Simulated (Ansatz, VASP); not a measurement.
**One calculation of AsPt2, two programs**

```
CELL_PARAMETERS angstrom
4.56071 0.00000 0.00000
-2.28036 3.94969 0.00000
0.00000 0.00000 2.83561
ATOMIC_POSITIONS crystal
As 0.00000 0.00000 0.00000
Pt 0.33333 0.66667 0.50000
Pt 0.66667 0.33333 0.50000
```

Alike in both runs: functional PBE; k mesh 6 × 6 × 4; occupations gaussian, width 0.1 eV; no spin polarisation.

Ansatz relaxed the structure, and its values are those at the end. VASP's run is a single point on that final structure, the one shown.

|  | VASP | Ansatz |
| --- | --- | --- |
| version | VASP 6.6.1 | Ansatz 0.2.0 |
| potentials or method | VASP PAW PBE potentials, release 64 (As, Pt) | scalar-relativistic, plane waves, PAW |
| plane-wave cutoff (eV) | 520 | 420 |
| valence electrons in the cell | 25 | 51 |

|  | VASP | Ansatz | Ansatz less VASP |
| --- | --- | --- | --- |
| gap on the k mesh at the Fermi level (eV) | none | none | - |
| pressure (GPa) | -0.3 | 0.0 | +0.25 |

A gap of «none» marks a metal or a gap that the smearing closes. With one functional, cell and mesh, what is left measures potentials, basis and numerics. The two sets of potentials don't hold the same shells in valence.

Caveats: the k mesh is coarse (spacing up to 0.55 Å⁻¹), so the values aren't converged. Spin-orbit coupling is left out, which matters for the levels of Pt.
